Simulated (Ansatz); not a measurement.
**TiC under changes of volume**

One of the cells (10.158 Å³/atom); the others are scaled copies at fixed shape and fractional positions:

```
Ti C
1.0
     0.00000    2.16572    2.16572
     2.16572    0.00000    2.16572
     2.16572    2.16572    0.00000
Ti C
1 1
Direct
  0.00000 0.00000 0.00000
  0.50000 0.50000 0.50000
```

The cell is a database's computed one.

```yaml
Program: Ansatz 0.2.0
Functional: BLYP
Potentials_or_basis: Ansatz PAW
Cutoff: "420 eV (not typed: the program's choice for these potentials)"
k_mesh: 11 × 11 × 11
Occupations: fermi-dirac, width 0.05 eV
Spin: no spin polarisation
```

```tsv
volume (Å³/atom)	energy over the lowest point (meV/atom)	pressure (GPa)
9.548	?	?
9.752	43.78	20.0
9.955	22.39	13.9
10.158	8.44	8.3
10.361	1.15	3.3
10.564	0.00	-1.3
10.767	4.34	-5.5
```

Question: What does the run at 9.548 Å³/atom give?

Answer: Energy over the lowest point 73.39 meV/atom; pressure 26.8 GPa.

Worked out: A Birch-Murnaghan fit of order 3 (a polynomial in V^(-2/3)) to the other rows has its minimum at 10.50 Å³/atom with B0 = V·E''(V) = 232 GPa and B' = 4.0. It gives 73.51 meV/atom at 9.548 Å³/atom, against the run's 73.39, and -dE/dV = 26.8 GPa, against 26.8.

Energies are extrapolated to zero smearing.

Caveats: the PAW data sets come from PBE, with cores solved anew for the run's functional, which leaves a small shift of forces and pressure.
